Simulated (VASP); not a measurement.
A run of VASP 6.6.1:

Contents of INCAR:

```
  PREC = Accurate
  ENCUT = 600
  EDIFF = 1E-6
  ISMEAR = 0
  SIGMA = 0.02
  LREAL = False
  LASPH = True
  NELM = 100
  ALGO = Normal
  ISIF = 3
  LWAVE = False
  LCHARG = False
  IBRION = 2
  NSW = 60
  EDIFFG = -0.02
```

Contents of KPOINTS:

```
regular mesh
0
Gamma
  8 8 8
```

Contents of POSCAR:

```
MgS
1.0
    0.0000000000      2.6016500000      2.6016500000
    2.6016500000      0.0000000000      2.6016500000
    2.6016500000      2.6016500000      0.0000000000
S Mg
1 1
Direct
    0.5000000000      0.5000000000      0.5000000000
    0.0000000000      0.0000000000      0.0000000000
```

Potentials or basis: VASP PAW LDA potentials, release 64 (S, Mg).

Launch:

```console
$ cat potpaw_LDA.64/S/POTCAR potpaw_LDA.64/Mg/POTCAR > POTCAR
$ mpirun -np 1 vasp_std > vasp.out
```

Hardware: 1 thread of Intel(R) Xeon(R) Platinum 8259CL CPU @ 2.50GHz (Skylake/Cascade Lake) (shared host).

Problem. Estimate the wall time of this run.

Solution. It took 23 s on 1 thread of Intel(R) Xeon(R) Platinum 8259CL CPU @ 2.50GHz (Skylake/Cascade Lake), with other jobs on the host, peak memory 0.16 GiB. Counts: scf iterations 24, k points 29, ion steps 3.
